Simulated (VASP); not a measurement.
Wanted: the native input for a VASP 6.6.1 run.

```yaml
Task: relaxation of cell and atoms
Functional: PBE
Potentials_or_basis: VASP PAW PBE potentials, release 64 (Sn_d)
Cutoff: 600 eV
k_mesh: 16 × 16 × 16
Occupations: gaussian, width 0.1 eV
Spin: no spin polarisation
Further_INCAR_settings: ALGO = Fast; EDIFF = 1e-07; IBRION = 2; EDIFFG = -0.005; NSW = 90; ISIF = 3
```

The structure of Sn lies in POSCAR:

```
Sn
1.0
   -1.7265390000      1.7755470000      2.3383420000
    1.7265390000     -1.7755470000      2.3383420000
    1.7265390000      1.7755470000     -2.3383420000
Sn
1
Direct
    0.0000000000      0.0000000000      0.0000000000
```

This isn't the form of Sn at room conditions, which is tetragonal (white tin).

One way to write it, as run:

INCAR

```
PREC = Accurate ; ENCUT = 600
EDIFF = 1E-7 ; ISMEAR = 0
SIGMA = 0.1 ; LREAL = False
LASPH = True ; NELM = 60
ALGO = Fast ; ISIF = 3
LWAVE = False ; LCHARG = False
GGA = PE ; IBRION = 2
NSW = 90 ; EDIFFG = -0.005
```

KPOINTS

```
Automatic mesh
0
Gamma
  16 16 16
```

Potentials or basis: VASP PAW PBE potentials, release 64 (Sn_d).

Launch:

```bash
$ cat potpaw_PBE.64/Sn_d/POTCAR > POTCAR
$ mpirun -np 1 vasp_std > vasp.out
```

It gave:

```json
{
  "Relaxed volume": "27.94 Å³/atom",
  "Relaxed cell": "a = 3.347 Å, b = 3.347 Å, c = 3.347 Å, α = 115.81°, β = 115.84°, γ = 97.40°",
  "Space group after relaxing (to 0.05 Å)": "I4/mmm (No. 139)",
  "Energy gained by relaxing": "4.1 meV/atom",
  "Ionic steps": "41",
  "Pressure after relaxing": "0.0 GPa",
  "Band gap on the k mesh": "none (metal or under the smearing width)"
}
```

It took 84 min on 1 thread of Intel(R) Xeon(R) Platinum 8259CL CPU @ 2.50GHz (Skylake/Cascade Lake), on a shared host, peak memory 0.45 GiB.
